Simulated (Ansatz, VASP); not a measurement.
# One calculation of CuO2, two programs

```xyz
3
Lattice="0.0000 2.4441 2.4441 2.4441 0.0000 2.4441 2.4441 2.4441 0.0000" Properties=species:S:1:pos:R:3 pbc="T T T"
Cu    0.0000    0.0000    0.0000
O     1.2221    1.2221    1.2221
O     3.6662    3.6662    3.6662
```

Alike in both runs: task relaxation of cell and atoms; functional PBE; k mesh 14 × 14 × 14; occupations gaussian, width 0.1 eV; no spin polarisation; Hubbard terms Cu d U = 4.0 eV.

```csv
,VASP,Ansatz
version,VASP 6.6.1,Ansatz 0.2.0
potentials or method,"VASP PAW PBE potentials, release 64 (Cu, O)","scalar-relativistic, plane waves, PAW"
plane-wave cutoff (eV),600,420
valence electrons in the cell,23,31
```

```csv
,VASP,Ansatz,Ansatz less VASP
"gap on the k mesh at the Fermi level, each at its own relaxed structure (eV)",none,none,-
relaxed volume (Å³/atom),9.37,9.60,+0.230
relaxed cell length with the largest relative difference (Å),3.413,3.441,+0.0277
energy change over the relaxation (meV/atom),-7,-1,+5.8
```

The programs project onto different local orbitals, so the same U acts differently. A gap of «none» marks a metal or a gap that the smearing closes. The two sets of potentials don't hold the same shells in valence. Ansatz warned: «filled_band_counts_differ_across_k_points».

Caveats: an odd number of electrons without spin polarisation forces a metal; a magnetic or distorted state may lie lower; the run has no spin polarisation, though such a crystal can be magnetic; U without spin polarisation on a metal has little footing.
